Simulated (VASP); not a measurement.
# MgO in VASP: notebook, part 2 of 2

VASP 6.6.1. Earlier steps stand in the parts before.

### Step 5. Single point, PBE

The input, INCAR:

```
ADDGRID = False
ALGO = Normal
EDIFF = 1E-7
ENCUT = 800
GGA = PE
ISIF = 2
ISMEAR = -5
LASPH = True
LCHARG = False
LREAL = False
LWAVE = False
NELM = 100
PREC = Accurate
SIGMA = 0.05
```

The input, KPOINTS:

```
k-points
0
Gamma
  11 11 10
```

The input, POSCAR:

```
MgO
1.0
    2.9380209034      0.0000000000      0.0000000000
   -1.4690104517      2.5444007392      0.0000000000
    0.0000000000      0.0000000000      2.6796800000
Mg O
1 1
Direct
   -0.0050010000     -0.0013850000      0.0023980000
    0.2972290000      0.6917140000      0.5132270000
```

Potentials or basis: VASP PAW PBE potentials, release 64 (Mg, O_h).

Started as:

```console
> cat potpaw_PBE.64/Mg/POTCAR potpaw_PBE.64/O_h/POTCAR > POTCAR
> mpirun -np 1 vasp_std > vasp.out
```

OUTCAR:

```text
EDIFF = 1E-7
   ENCUT = 800
   GGA = PE
   ISIF = 2
   ISMEAR = -5
   LASPH = True
   LREAL = False
   NELM = 100
   PREC = Accurate

 Found    606 irreducible k-points:

 Following reciprocal coordinates:
            Coordinates               Weight
  0.000000  0.000000  0.000000      1.000000
  0.090909  0.000000  0.000000      2.000000
  0.000000  0.090909  0.000000      2.000000
 -0.090909  0.090909  0.000000      2.000000
  0.181818  0.000000  0.000000      2.000000
  0.000000  0.181818  0.000000      2.000000
   k-points           NKPTS =    606   k-points in BZ     NKDIM =    606   number of bands    NBANDS=      8
   number of dos      NEDOS =    301   number of ions     NIONS =      2
   total plane-waves  NPLWV =  21952
   dimension x,y,z NGX =    28 NGY =   28 NGZ =   28
   dimension x,y,z NGXF=    56 NGYF=   56 NGZF=   56
   ions per type =               1   1
   NGX,Y,Z   is equivalent  to a cutoff of  15.84, 15.84, 17.37 a.u.
   NGXF,Y,Z  is equivalent  to a cutoff of  31.69, 31.69, 34.74 a.u.
 SYSTEM =  unknown system
   PREC   = accura    normal or accurate (medium, high low for compatibility)
   ISTART =      0    job   : 0-new  1-cont  2-samecut
   ICHARG =      2    charge: 1-file 2-atom 10-const
   ISPIN  =      1    spin polarized calculation?
   LNONCOLLINEAR =      F non collinear calculations
   LSORBIT =      F    spin-orbit coupling
   LASPH  =      T    aspherical Exc in radial PAW
   ENCUT  =  800.0 eV  58.80 Ry    7.67 a.u.   6.78  6.78  6.18*2*pi/ulx,y,z
   NELM   =    100;   NELMIN=  2; NELMDL= -5     # of ELM steps
   EDIFF  = 0.1E-06   stopping-criterion for ELM
   LREAL  =      F    real-space projection
   EDIFFG = 0.1E-05   stopping-criterion for IOM
   NSW    =      0    number of steps for IOM
   IBRION =     -1    ionic relax: 0-MD 1-quasi-New 2-CG
   NFREE  =      0    steps in history (QN), initial steepest desc. (CG)
   ISIF   =      2    stress and relaxation
   ISYM   =      2    0-nonsym 1-usesym 2-fastsym
   POTIM  = 0.5000    time-step for ionic-motion
   TEBEG  =    0.0;   TEEND  =   0.0 temperature during run
   PSTRESS=    0.0 pullay stress
   NELECT =       8.0000    total number of electrons
   NUPDOWN=      -1.0000    fix difference up-down
   EMIN   =  10.00;   EMAX   =-10.00  energy-range for DOS
   EFERMI =   0.00;   METHOD = LEGACY
   ISMEAR =    -5;   SIGMA  =   0.05  broadening in eV -4-tet -1-fermi 0-gaus
   EFERMI_NEDOS =   21; number of points for ismear=-14 and -15
   IALGO  =     38    algorithm
   IMIX   =      4    mixing-type and parameters
     AMIX     =   0.40;   BMIX     =  1.00
     AMIX_MAG =   1.60;   BMIX_MAG =  1.00
  volume/ion in A,a.u.               =      10.02        67.59
  Fermi-wavevector in a.u.,A,eV,Ry     =   1.205583  2.278221 19.775115  1.453430
  Thomas-Fermi vector in A             =   2.341275
   LORBIT       =      0    0 simple, 1 ext, 2 COOP (PROOUT), +10 PAW based schemes
   GGA     = PE    functional components
   LHFCALC =     F    Hartree Fock is set to
   AEXX    =    0.0000 exact exchange contribution
   IVDW    =     0    specifies the selected vdW correction
   LEPSILON=     F    determine dielectric tensor
   LRPA    =     F    only Hartree local field effects (RPA)
 non-spin polarized calculation
 Fermi weights with tetrahedron method with Bloechl corrections
  energy-cutoff  :      800.00
  volume of cell :       20.03
 maximum number of plane-waves:      1056
   NGX = 13   NGY = 13   NGZ = 13

 number of electron       8.0000000 magnetization

 Free energy of the ion-electron system (eV)
  ---------------------------------------------------
  ext. energy  EPLUGINS =         0.00000000
  ---------------------------------------------------
  free energy    TOTEN  =       -11.18959800 eV

  energy without entropy =      -11.18959800  energy(sigma->0) =      -11.18959800

 E-fermi :   3.7771     XC(G=0): -10.7315

 val. band max:        3.7349525636   @ k =   0.0000   0.0000   0.5000
 cond. band min:       6.6588542085   @ k =   0.0000   0.0000   0.0000
 fundamental gap:      2.9239016449
 Fermi energy:         3.7771137649

 k-point     1 :       0.0000    0.0000    0.0000
  band No.  band energies     occupation
      1     -13.7633      2.00000
      2       2.9967      2.00000
      3       3.1616      2.00000
      4       3.2608      2.00000
      5       6.6589      0.00000
      6      15.5634      0.00000
      7      19.1002      0.00000
      8      19.4490      0.00000
[... 45 lines left out ...]
 k-point     6 :       0.0000    0.1818    0.0000
  band No.  band energies     occupation
      1     -13.4926      2.00000
      2       1.4130      2.00000
      3       2.8199      2.00000
      4       3.3604      2.00000
      5       8.2847      0.00000
      6      15.2311      0.00000
      7      17.5781      0.00000
      8      20.0820      0.00000

 [... further k-points ...]

------------------------ aborting loop because EDIFF is reached ----------------------------------------

  FORCE on cell =-STRESS in cart. coord.  units (eV):
  Direction    XX          YY          ZZ          XY          YZ          ZX
  --------------------------------------------------------------------------------------
  -------------------------------------------------------------------------------------
  Total       -0.2333837     -0.3232128     -0.1774221     -0.0691663      0.0574630     -0.1040192
  in kB      -18.6662772    -25.8509052    -14.1904123     -5.5319948      4.5959502     -8.3195648
  external PRESSURE =     -19.5691982 kB  Pullay stress =       0.0000000 kB

 VOLUME and BASIS-vectors are now :
 -----------------------------------------------------------------------------
  energy-cutoff  :      800.00
  volume of cell :       20.03
      direct lattice vectors                 reciprocal lattice vectors
     2.938020903  0.000000000  0.000000000     0.340365175  0.196509926  0.000000000
    -1.469010452  2.544400739  0.000000000     0.000000000  0.393019851  0.000000000
     0.000000000  0.000000000  2.679680000     0.000000000  0.000000000  0.373178887

 POSITION                                       TOTAL-FORCE (eV/Angst)
 -----------------------------------------------------------------------------------
      1.45635      2.54088      0.00643        -0.577085      0.319684      0.125758
     -0.14287      1.76000      1.37528         0.577085     -0.319684     -0.125758
 -----------------------------------------------------------------------------------
    total drift:                                0.001212      0.000058     -0.000700

  FREE ENERGIE OF THE ION-ELECTRON SYSTEM (eV)
  ---------------------------------------------------
  free  energy   TOTEN  =       -11.1895980038 eV

  energy  without entropy=      -11.1895980038  energy(sigma->0) =      -11.18959800
```

OSZICAR:

```text
N       E                     dE             d eps       ncg     rms          rms(c)
DAV:   1     0.441215389301E+02    0.44122E+02   -0.57410E+03 10032   0.126E+03
DAV:   2    -0.102291207527E+02   -0.54351E+02   -0.53499E+02 13344   0.178E+02
DAV:   3    -0.129381688527E+02   -0.27090E+01   -0.27090E+01 10608   0.542E+01
DAV:   4    -0.129539696727E+02   -0.15801E-01   -0.15801E-01 17192   0.393E+00
DAV:   5    -0.129539733892E+02   -0.37164E-05   -0.37164E-05 10912   0.467E-02    0.758E+00
DAV:   6    -0.112440440054E+02    0.17099E+01   -0.11219E+01 11080   0.224E+01    0.251E+00
DAV:   7    -0.112081622060E+02    0.35882E-01   -0.93929E-02 12864   0.381E+00    0.141E+00
DAV:   8    -0.111898348654E+02    0.18327E-01   -0.42870E-02 11632   0.338E+00    0.263E-01
DAV:   9    -0.111894919112E+02    0.34295E-03   -0.81381E-04 15648   0.307E-01    0.142E-01
DAV:  10    -0.111895971612E+02   -0.10525E-03   -0.40726E-04 10528   0.216E-01    0.962E-03
DAV:  11    -0.111895972380E+02   -0.76761E-07   -0.73277E-06 15368   0.355E-02    0.789E-03
DAV:  12    -0.111895980060E+02   -0.76800E-06   -0.32534E-06 11392   0.188E-02    0.236E-03
DAV:  13    -0.111895980038E+02    0.21180E-08   -0.34539E-07 13568   0.592E-03
   1 F= -.11189598E+02 E0= -.11189598E+02  d E =0.000000E+00
```

stdout:

```text
POSCAR found type information on POSCAR MgO
 POSCAR found :  2 types and       2 ions
 scaLAPACK will be used
 LDA part: xc-table for (Slater+PW92), standard interpolation
 POSCAR, INCAR and KPOINTS ok, starting setup
 FFT: planning ... GRIDC
 FFT: planning ... GRID_SOFT
 FFT: planning ... GRID
 WAVECAR not read
 entering main loop
```

It took 2.3 min on 1 thread of AMD EPYC 7R13 (Zen 3), shared host; peak memory 0.33 GiB.

The run converged, but some of its settings lie outside the range that counts as converged, so its numbers aren't taken as properties of the crystal.

Results:

- Free energy: -11.1896 eV
- Largest force: 0.672 eV/Å
- Band gap on the k mesh: 2.92 eV, indirect (least direct gap 3.40 eV)

Caveat: the cutoff is under 1.25 times the usual one of these potentials, so pressure, stress and relaxed cells hold a basis-set (Pulay) error; an odd mesh through Γ misses points on the zone boundary, where band edges often lie.
